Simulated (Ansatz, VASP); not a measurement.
Two plane-wave programs on SrTe

The input INCAR:

```
ALGO = Fast
EDIFF = 1E-7
EDIFFG = -0.01
ENCUT = 600
GGA = PE
IBRION = 2
ISIF = 3
ISMEAR = 0
LASPH = True
LCHARG = False
LREAL = False
LWAVE = False
NELM = 60
NSW = 100
PREC = Accurate
SIGMA = 0.02
```

The input KPOINTS:

```
k-points
0
Gamma
  8 8 8
```

File POSCAR:

```
SrTe
1.0
    0.0000000000      3.3558352000      3.3558352000
    3.3558352000      0.0000000000      3.3558352000
    3.3558352000      3.3558352000      0.0000000000
Sr Te
1 1
Direct
    0.0000000000      0.0000000000      0.0000000000
    0.5000000000      0.5000000000      0.5000000000
```

Input for Ansatz:

```yaml
crystal:
  lattice:
    - [0.0, 3.3558352, 3.3558352]
    - [3.3558352, 0.0, 3.3558352]
    - [3.3558352, 3.3558352, 0.0]
  atoms:
    - { symbol: Sr, position: [0.0, 0.0, 0.0] }
    - { symbol: Te, position: [0.5, 0.5, 0.5] }
basis:
  ecutwfc: 420
kpoints:
  mp_grid: { grid: [8, 8, 8] }
hamiltonian:
  xc: pbe
scf:
  occupations: { method: gaussian, width: 0.02 }
output:
  forces: true
  stress: true
  eigenvalues: true
  write_density: true
  write_potential: true
  elf: true
  volumetric_format: npy
relax:
  adjacent_minimum: "off"
  f_tol: 0.01
  max_steps: 80
  cell: { stress_tol: 0.05 }
```

Alike in both runs: task relaxation of cell and atoms; functional PBE; k mesh 8 × 8 × 8; occupations gaussian, width 0.02 eV; no spin polarisation.

```csv
,VASP,Ansatz
version,VASP 6.6.1,Ansatz 0.2.0
potentials or method,"VASP PAW PBE potentials, release 64 (Sr_sv, Te)","scalar-relativistic, plane waves, PAW"
plane-wave cutoff (eV),600,420
valence electrons in the cell,16,26
```

|  | VASP | Ansatz | Ansatz less VASP |
| --- | --- | --- | --- |
| gap on the k mesh at the Fermi level, each at its own relaxed structure (eV) | 1.77 | 1.78 | +0.015 |
| relaxed volume (Å³/atom) | 38.04 | 37.91 | -0.134 |
| relaxed cell length with the largest relative difference (Å) | 4.756 | 4.751 | -0.0056 |

The two sets of potentials don't hold the same shells in valence.

Caveats: spin-orbit coupling is left out, which moves the levels of the heavy elements. A k mesh can miss the band edges.
